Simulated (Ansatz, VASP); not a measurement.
## Two plane-wave programs on CdTe

```
Cd Te
1.0
     0.00000    3.24050    3.24050
     3.24050    0.00000    3.24050
     3.24050    3.24050    0.00000
Cd Te
1 1
Direct
  0.00000 0.00000 0.00000
  0.25000 0.25000 0.25000
```

Alike in both runs: task single point; functional LDA; k mesh 8 × 8 × 8; occupations gaussian, width 0.01 eV; non-collinear spin, spin-orbit coupling.

```csv
,VASP,Ansatz
version,VASP 6.6.1,Ansatz 0.2.0
potentials or method,"VASP PAW LDA potentials, release 64 (Cd, Te)","plane waves, PAW"
plane-wave cutoff (eV),520,420
valence electrons in the cell,18,36
```

|  | VASP | Ansatz | Ansatz less VASP |
| --- | --- | --- | --- |
| gap on the k mesh at the Fermi level (eV) | 0.28 | 0.23 | -0.041 |
| least direct gap on the mesh (eV) | 0.28 | 0.23 | -0.041 |
| net moment per atom (μB) | 0.00 | 0.00 | 0.000 |

The two sets of potentials don't hold the same shells in valence.
